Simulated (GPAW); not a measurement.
SiC (Moissanite):

```
CELL_PARAMETERS angstrom
3.07600 0.00000 0.00000
-1.53800 2.66389 0.00000
0.00000 0.00000 5.04800
ATOMIC_POSITIONS crystal
Si 0.66667 0.33333 0.50000
Si 0.33333 0.66667 0.00000
C 0.66667 0.33333 0.88500
C 0.33333 0.66667 0.38500
```

Base run:

- Program: GPAW 26.7.0
- Functional: M06-L
- Potentials or basis: GPAW PAW data sets (gpaw-data 1.2.1)
- Cutoff: 800 eV
- Basis: pw
- k mesh: 7 × 7 × 4
- Occupations: fermi-dirac, width 0.05 eV
- Spin: no spin polarisation

Its results: pressure -3.1 GPa; largest force 0.799 eV/Å.

Q: The run is repeated on the same cell with these changes: functional from M06-L to AM05; potentials or basis from GPAW PAW data sets (gpaw-data 1.2.1) to PAW data sets generated in the run's folder for this functional. What comes out?

A: Pressure 1.0 GPa; largest force 0.755 eV/Å.

Caveats: the PAW data sets were made with another functional, which shifts forces and pressure a little (some runs).
